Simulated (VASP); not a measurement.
# From VASP inputs to Ansatz: GaN (strained zincblende)

INCAR

```
IBRION = -1
ISMEAR = -1
NELM = 120
PREC = Accurate
LCHARG = .FALSE.
LASPH = .TRUE.
LWAVE = .FALSE.
NSW = 0
EDIFF = 1E-7
GGA = PE
SIGMA = 0.02
ENCUT = 520
NBANDS = 16
ISIF = 2
LREAL = .FALSE.
```

KPOINTS

```
KPOINTS created by Atomic Simulation Environment
0
Gamma
10 10 10
0 0 0
```

KPOINTS_OPT

```
special points
6
Reciprocal
0.0000000000 0.0000000000 0.0000000000 1
-0.5000000000 -0.5000000000 0.0000000000 1
-0.3750000000 -0.3750000000 0.2500000000 1
-0.3750000000 0.0000000000 0.3750000000 1
0.0000000000 0.0000000000 0.5000000000 1
-0.5000000000 -0.2500000000 0.2500000000 1
```

POSCAR

```
Ga N
 1.0000000000000000
     0.0000000000000000    2.2489525411000000    2.2264630156999998
     2.2489525411000000    0.0000000000000000    2.2264630156999998
     2.2489525411000000    2.2489525411000000    0.0000000000000000
 Ga  N
   1   1
Cartesian
  0.0000000000000000  0.0000000000000000  0.0000000000000000
  1.1244762705500000  1.1244762705500000  1.1132315078499999
```

VASP ran with the recommended PBE PAW datasets (18 valence electrons in the cell).

Q: Translate these files to an Ansatz input.

A: 

```yaml
crystal:
  lattice:
    - [0.0, 2.2489525411, 2.2264630157]
    - [2.2489525411, 0.0, 2.2264630157]
    - [2.2489525411, 2.2489525411, 0.0]
  atoms:
    - { symbol: Ga, position: [0.0, 0.0, 0.0] }
    - { symbol: "N", position: [0.25, 0.25, 0.25] }
kpoints:
  mp_grid: { grid: [10, 10, 10] }
  band_path:
    path:
      - [0.0, 0.0, 0.0]
      - [-0.5, -0.5, 0.0]
      - [-0.375, -0.375, 0.25]
      - [-0.375, 0.0, 0.375]
      - [0.0, 0.0, 0.5]
      - [-0.5, -0.25, 0.25]
    npoints: 1
hamiltonian:
  xc: pbe
scf:
  occupations: { method: fermi_dirac, width: 0.02 }
  n_extra_bands: 4
output:
  forces: true
  stress: true
  eigenvalues: true
  write_density: true
  write_potential: true
  elf: true
  volumetric_format: npy
```

Other inputs would serve too.

|  | VASP | Ansatz |
| --- | --- | --- |
| gap between bands v and c | 1.80 eV | 1.79 eV |
| least direct gap | 1.80 eV | 1.79 eV |
| pressure | 8.3 GPa | 8.3 GPa |

Datasets and cutoffs are each program's own. VASP's cell holds 18 valence electrons and Ansatz's 18. Ansatz's stress includes a Pulay correction; VASP's doesn't.
